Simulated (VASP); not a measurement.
## AlFe: equation of state with PBE

Crystal: AlFe.

```
Fe Al
1.0
     2.91000    0.00000    0.00000
     0.00000    2.91000    0.00000
     0.00000    0.00000    2.91000
Fe Al
1 1
Direct
  0.50000 0.50000 0.50000
  0.00000 0.00000 0.00000
```

| Item | Value |
| --- | --- |
| Program | VASP 6.6.1 |
| Task | equation of state |
| Functional | PBE |
| Potentials or basis | VASP PAW PBE potentials, release 64 (Fe, Al) |
| Cutoff | 520 eV |
| k mesh | 9 × 9 × 9 |
| Occupations | fermi-dirac, width 0.05 eV |
| Spin | collinear spin, ferromagnetic start |
| Starting moments | [3.0, 0.0] μB |

The equilibrium volume is 11.86 Å³/atom. The bulk modulus is 176 GPa. The pressure derivative of the bulk modulus is 4.4.

Energy against volume, from the lowest point:
| volume (Å³/atom) | energy (meV/atom) |
| --- | --- |
| 11.582 | 3.75 |
| 11.828 | 0.00 |
| 12.075 | 1.96 |
| 12.321 | 9.05 |
| 12.568 | 20.72 |
| 12.814 | 36.49 |
| 13.060 | 55.93 |

All runs of the series together: 2.7 min on 1 thread of Intel(R) Xeon(R) Platinum 8559C (Emerald Rapids), on a shared host.
